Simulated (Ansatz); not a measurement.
TaN: pressure against volume

TaN, P6_3/mmc, a = 2.917 Å, c = 5.915 Å. This isn't the usual stable structure of the compound. Ansatz: PBE, PAW, 420 eV, Γ-centred 18×18×8 mesh on 4 atoms, Gaussian smearing 0.10 eV; no spin polarisation. Shape and atoms are relaxed at each volume; pressure is positive in compression.

```tsv
V (Å³/atom)	P (GPa)
9.590	54.85
9.917	37.67
10.244	23.05
10.571	10.61
10.898	0.01
11.225	-9.02
11.552	-16.70
11.987	?
```

Q: Take V0 = 10.898 Å³/atom, count pressures from its P0 = 0.01 GPa, fit the third-order Birch–Murnaghan form to the other rows, and predict the missing pressure.

A: With the Eulerian strain f = ½[(V0/V)^(2/3) − 1] and y = (P − P0)/[3f(1 + 2f)^(5/2)], the form is the line y = B0 + 1.5 B0 (B0′ − 4) f. Rows (f, y): 0.04449, 332.0; 0.03245, 330.6; 0.02106, 328.9; 0.01026, 327.3; -0.00976, 324.0; -0.01905, 322.2. Means f = 0.01324, y = 327.50; Σ(Δf)² = 0.002987, ΣΔfΔy = 0.4634; the slope is their ratio. y = 325.4 + 155.1 f GPa, so B0 = 325.4 GPa and B0′ = 4 + 2 × (155.1)/(3 × 325.4) = 4.32. At V = 11.987, f = -0.03076, y = 320.63 and P = -25.23 GPa. The run gave -25.17 GPa, so the fit is 0.06 GPa too low, a small miss on the scale of the series. The form still works here, 22 % of the fitted range beyond its end.

Spin–orbit coupling is left out, which can shift energies with elements as heavy as these.